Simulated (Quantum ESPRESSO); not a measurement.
# In under changes of volume

One of the cells (26.686 Å³/atom); the others are scaled copies at fixed shape and fractional positions:

```
In
1.0
    -1.88253    1.88253    1.88253
     1.88253   -1.88253    1.88253
     1.88253    1.88253   -1.88253
In
1
Cartesian
  0.0000 0.0000 0.0000
```

This isn't the form of In at room conditions, which is tetragonal.

* Program: Quantum ESPRESSO 7.5
* Functional: LDA
* Potentials or basis: GBRV 1.5 LDA
* Cutoff: 762 eV
* Density cutoff: 6095 eV
* k mesh: 10 × 10 × 10
* Occupations: fermi-dirac, width 0.05 eV
* Spin: no spin polarisation

```csv
volume (Å³/atom),energy over the lowest point (meV/atom),pressure (GPa)
25.085,0.00,-0.7
25.618,3.07,-1.6
26.152,8.78,-2.4
26.686,?,?
27.220,27.30,-3.7
27.753,39.59,-4.2
28.287,53.60,-4.7
```

Q: What does the run at 26.686 Å³/atom give?

A: Energy over the lowest point 16.97 meV/atom; pressure -3.1 GPa.

Worked out: A Birch-Murnaghan fit of order 3 (a polynomial in V^(-2/3)) to the other rows has its minimum at 24.81 Å³/atom, just outside them, with B0 = V·E''(V) = 44 GPa and B' = 4.1. It gives 16.97 meV/atom at 26.686 Å³/atom, against the run's 16.97, and -dE/dV = -2.8 GPa, against -3.1.

Energies are extrapolated to zero smearing.
